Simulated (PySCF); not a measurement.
## Calculated NMR parameters of CCCN

| Quantity | Value |
| --- | --- |
| Formula | C3H9N |
| SMILES | CCCN |
| Point group of the computed structure | C1 |
| Degrees of unsaturation | 0 |
| Carbon signals | 3 |
| Proton signals | 4 |

Mapped SMILES: `[CH3:1][CH2:2][CH2:3][NH2:4]`. Hydrogens are named by the atom that carries them.

Computational details: NMR shieldings at PBE0/pcSseg-1/GIAO, structure optimised with GFN2-xTB, couplings computed with B3LYP/pcJ-1 (spin–dipole term only in couplings to heteroatoms), in PySCF 2.14 (no solvent, one averaged value for each set of equivalent atoms, non-relativistic, single conformer).

References, each an isolated molecule treated in the same way: TMS for 1H (31.72 ppm), 13C (186.93 ppm); 15N (267.73 ppm) against NH3.

```tsv
carbon	δC, type	δH (multiplicity, J in Hz)	HMBC from (abs. J ≥ 3 Hz)	span of the C tensor (ppm)
C1	14.0, CH3	0.99 (t, 7.8)	H(C2)	25
C2	30.6, CH2	1.49 (sext, 7.6)	H(C1)	30
C3	51.0, CH2	2.87 (t, 7.2)	H(C2), H(C1)	45
```

Other nuclei:
```tsv
atoms	nucleus	environment	δ (ppm)	σ (ppm)
H(N4)	1H	hydrogen on an amine nitrogen	0.52	31.20
N4	15N	amine nitrogen	39.3	228.4
```

Selected couplings (Hz, signed; the shortest-range and largest first, 30 at most; isotopes 13C, 1H, 15N): 1J(C3,H(C3)) 136.9, 1J(C2,H(C2)) 133.6, 1J(C1,H(C1)) 131.2, 1J(C2,C3) 37.1, 1J(C1,C2) 33.9, 1J(C3,N4) -4.5, 2J(C2,N4) -4.3, 2J(N4,H(C3)) -1.4, 2J(C1,C3) 1.2, 3J(H(C1),H(C2)) 7.8, 3J(H(C2),H(C3)) 7.2, 3J(C1,N4) -3.7, 3J(N4,H(C2)) -1.5.

Carbon types of the structure: 2 × CH2, 1 × CH3, leaving 2 H on heteroatoms. δC 51.0: sp3 CH2 bonded to N; pulled downfield by the heteroatom. δC 30.6: sp3 CH2; a saturated carbon with 2 carbon neighbours and no heteroatom attached. δC 14.0: methyl carbon; aliphatic region, no heteroatom directly attached. δH 2.87: hydrogen on an sp3 CH2 bonded to N; its carbon carries N, which withdraws density. δH 0.99: hydrogen on a methyl carbon; far from electronegative atoms and π systems. The protons at 0.99 and 1.49 share a coupling of 7.8 Hz (vicinal). The protons at 1.49 and 2.87 share a coupling of 7.2 Hz (vicinal).

The OH or NH signal is concentration- and solvent-dependent in practice; the value given is the gas-phase one. Multiplet labels drop couplings under 1 Hz and merge nearly equal ones. Unscaled 3J(H,H) at this level run about 10 % above measured values. Shifts are as computed. Against solution values, carbons near 30 ppm lie about +3 ppm off and those near 130 ppm about +5 ppm. Of 1211 compounds with measured shifts, 218 miss one by over three times the rms of a fit or turn the order of signals round; such compounds aren't used in these exercises. Couplings to exchangeable protons are dropped. Experimental scales use liquid or dissolved standards, which lie at an offset from isolated NH3 (liquid NH3: subtract about 20 ppm). Across freely rotating sp3–sp3 bonds, 3J(H,H) is taken as (2 J gauche + J anti)/3 from the one conformer, which assumes equal rotamer populations.
